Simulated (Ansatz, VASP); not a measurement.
## One calculation of Ce, two programs

```
Ce
1.0
     1.54700    3.00350    0.00000
     1.54700   -3.00350    0.00000
     0.00000    0.00000   -5.24600
Ce
2
Direct
  0.10088 0.89912 0.75000
  0.89912 0.10088 0.25000
```

Alike in both runs: functional PBE; k mesh 8 × 8 × 5; occupations methfessel-paxton of order 1, width 0.1412 eV; no spin polarisation.

Ansatz relaxed the structure, and its values are those at the end. VASP's run is a single point on that final structure, the one shown.

|  | VASP | Ansatz |
| --- | --- | --- |
| version | VASP 6.6.1 | Ansatz 0.2.0 |
| potentials or method | VASP PAW PBE potentials, release 64 (Ce) | PAW plane waves |
| plane-wave cutoff (eV) | 520 | 420 |
| valence electrons in the cell | 24 | 24 |

|  | VASP | Ansatz | Ansatz less VASP |
| --- | --- | --- | --- |
| pressure (GPa) | 2.8 | 3.0 | +0.18 |
| rms of the force components (eV/Å) | 0.003 | 0.005 | +0.0022 |

Ansatz warned: «stress_scf_threshold_loose».

The runs have no spin-orbit coupling, so splittings on Ce are missing. Spin polarisation is off, so any magnetic state and its effect on volume and gap are missing.
